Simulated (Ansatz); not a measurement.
Convergence notes, G0W0 on BN (NiAs type)

BN (NiAs type), relaxed with r2SCAN; one-shot G0W0 in Ansatz without spin-orbit coupling. Note: simulated data, non-magnetic, for a generated structure that need not be the stable one.

```yaml
crystal:
  lattice:
    - [2.49134, 0.00000, 0.00000]
    - [-1.24567, 2.15756, 0.00000]
    - [0.00000, 0.00000, 4.00106]
  atoms:
    - { symbol: B, position: [0.00000, 0.00000, 0.00000] }
    - { symbol: B, position: [0.00000, 0.00000, 0.50000] }
    - { symbol: N, position: [0.33333, 0.66667, 0.25000] }
    - { symbol: N, position: [0.66667, 0.33333, 0.75000] }
```

Gaps are read over the mesh points alone. G0W0 here is at a finite number of bands, screening cutoff and k mesh, not at the basis limit.

| start | potentials | frequency model | mesh | empty bands | screening cutoff (eV) | Kohn-Sham gap (eV) | G0W0 gap (eV) | rough cost |
| --- | --- | --- | --- | --- | --- | --- | --- | --- |
| PBE | PAW | contour deformation | 6×6×4 | 34 | 80 | 1.58 | 1.96 | 5 core-seconds |
| PBE | PAW | contour deformation | 6×6×4 | 80 | 140 | 1.58 | 2.09 | 11 core-seconds |
| PBE | PAW | contour deformation | 6×6×4 | 148 | 210 | 1.58 | 2.21 | 30 core-seconds |
| HSE06 | PAW | contour deformation | 6×6×4 | 80 | 140 | 2.60 | 2.44 | 28 core-seconds |
| LDA | PAW | contour deformation | 6×6×4 | 80 | 140 | 1.68 | 2.13 | 12 core-seconds |
| r2SCAN | PAW | contour deformation | 6×6×4 | 80 | 140 | 1.82 | 2.14 | 15 core-seconds |
| PBE | PAW | Godby-Needs pole | 6×6×4 | 80 | 140 | 1.58 | 2.03 | 13 core-seconds |
| PBE | PAW | contour deformation | 9×9×6 | 34 | 80 | 1.61 | 2.00 | 40 core-seconds |
| PBE | norm-conserving | contour deformation | 6×6×4 | 80 | 140 | 1.60 | 2.12 | 29 core-seconds |

Over the mesh points the PBE gap of 1.58 eV becomes a quasiparticle gap of 2.21 eV (Γ–M (0.33 of the way from Γ) to K), a change of +0.63 eV. Renormalisation factors Z lie between 0.77 and 0.82.

Raising bands and cutoff together moves the gap by +0.13 eV (80 to 140 eV), then +0.12 eV (140 to 210 eV); the last step is still large, so the basis limit isn't reached. Starting from HSE06 (2.60 eV against PBE's 1.58 eV) gives 2.44 eV, +0.35 eV from G0W0@PBE at the same screening cutoff. Starting from LDA (1.68 eV against PBE's 1.58 eV) gives 2.13 eV, +0.04 eV from G0W0@PBE at the same screening cutoff. Starting from r2SCAN (1.82 eV against PBE's 1.58 eV) gives 2.14 eV, +0.05 eV from G0W0@PBE at the same screening cutoff. The Godby-Needs plasmon pole differs from contour deformation by -0.06 eV. A 9×9×6 mesh in place of 6×6×4 changes the opening over PBE by 0.00 eV (the gap on the mesh by +0.04 eV, the PBE gap by +0.03 eV). Norm-conserving potentials (wave cutoff 1240 eV against 420 eV) shift the quasiparticle gap by +0.03 eV and the PBE gap by +0.02 eV. r2SCAN runs take a wave cutoff of 500 eV.
